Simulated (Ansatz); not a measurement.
Te (sc type) under strong compression

```
CELL_PARAMETERS angstrom
3.20246 0.00000 0.00000
0.00000 3.20246 0.00000
0.00000 0.00000 3.20246
ATOMIC_POSITIONS crystal
Te 0.00000 0.00000 0.00000
```

The cell comes from a relaxation on PAW files under the same functional, begun from a prototype that needn't be the stable phase.

Its volume is scaled at fixed shape and fractional positions.

All numbers are PBE results (scalar-relativistic) from Ansatz 0.2.0, with a Γ-centred 12×12×12 k mesh, Fermi–Dirac smearing of 0.08 eV, no spin polarisation. Methods: LAPW: all electrons, basis error target 1 meV/atom; PAW: frozen-core files, cutoff 420 eV; crystal datasets: all electrons, by PAW datasets that the program makes for each cell; norm-conserving: pseudopotentials, cutoff 1120 eV; PAW (cutoff 1000 eV): frozen-core files, cutoff 1000 eV.

Energies are extrapolated to zero smearing and count from the unscaled cell; pressure is positive in compression; gaps take the mesh and a band path. No temperature or zero-point motion is included.

Spin–orbit coupling is left out, which matters for the heavy atoms.

| V/V0 | V (Å³/atom) | P LAPW (GPa) | ΔE LAPW (eV/atom) | P PAW − LAPW (GPa) | ΔE PAW − LAPW (meV/atom) |
| --- | --- | --- | --- | --- | --- |
| 1.00 | 32.84 | 0.01 | 0.000 | -0.01 | 0.0 |
| 0.92 | 30.22 | 5.15 | 0.039 | -0.02 | -0.2 |
| 0.84 | 27.59 | 13.29 | 0.185 | -0.02 | -0.4 |
| 0.76 | 24.96 | 26.2 | 0.500 | -0.02 | -0.6 |
| 0.68 | 22.33 | 46.4 | 1.084 | -0.01 | -0.7 |
| 0.60 | 19.71 | ? | ? | ? | ? |
| 0.52 | 17.08 | 130.0 | 3.715 | 0.06 | 0.0 |
| 0.45 | 14.78 | 213.8 | 6.122 | 0.18 | 1.7 |

Task: Fit the Vinet equation to the LAPW pressures shown (residuals weighted by 1/(|P| + 0.03·Pmax)), and predict the pressure of the withheld row.

Result: The fit gives V0 = 32.84 Å³/atom, B0 = 52.3 GPa and B0′ = 4.49. At 19.71 Å³/atom, x = (V/V0)^(1/3) = 0.8435, and P = 3·B0·(1 − x)/x²·exp[1.5·(B0′ − 1)·(1 − x)] = 78.2 GPa. The run itself gave 76.4 GPa (+2.3 % off) and ΔE = 2.070 eV/atom.

Task: From the table, what is the rise of the enthalpy H = E + pV up to the last row, and how stiff is the crystal between the last two rows?

Result: ΔH = 6.122 eV + (213.8 GPa × 14.78 Å³ − 0.01 GPa × 32.84 Å³) × 0.006242 eV/(GPa·Å³) = 25.84 eV/atom, of which pV makes 76 %. The mean bulk modulus there is −ΔP/Δln V = 580 GPa.

Task: At the smallest volume, how far do crystal datasets and norm-conserving and PAW (cutoff 1000 eV) lie from LAPW in pressure?

Result: crystal datasets: 0.00 GPa; norm-conserving: +0.26 GPa; PAW (cutoff 1000 eV): +0.11 GPa, on a LAPW pressure of 213.8 GPa.
